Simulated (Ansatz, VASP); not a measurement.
B3As2 in VASP and in Ansatz

```
CELL_PARAMETERS angstrom
3.78831 0.00000 0.00000
0.00000 3.78831 0.00000
0.00000 0.00000 4.44874
ATOMIC_POSITIONS crystal
B 0.50000 0.00000 0.01725
B 0.00000 0.50000 0.01725
B 0.00000 0.00000 0.23079
As 0.00000 0.00000 0.72669
As 0.50000 0.50000 0.27803
```

Change from the starting cell: species swapped into the Cu3Te2 type (P4mm, No. 99).

Alike in both runs: functional PBE; k mesh 6 × 6 × 4; occupations gaussian, width 0.1 eV; no spin polarisation.

Ansatz relaxed the structure, and its values are those at the end. VASP's run is a single point on that final structure, the one shown.

```csv
,VASP,Ansatz
version,VASP 6.6.1,Ansatz 0.2.0
potentials or method,"VASP PAW PBE potentials, release 64 (B, As)","scalar-relativistic, plane waves, PAW"
plane-wave cutoff (eV),520,420
valence electrons in the cell,19,39
```

```tsv
	VASP	Ansatz	Ansatz less VASP
gap on the k mesh at the Fermi level (eV)	none	none	-
pressure (GPa)	0.6	0.2	-0.35
rms of the force components (eV/Å)	0.009	0.011	+0.0023
```

A gap of «none» marks a metal or a gap that the smearing closes. The two sets of potentials don't hold the same shells in valence.
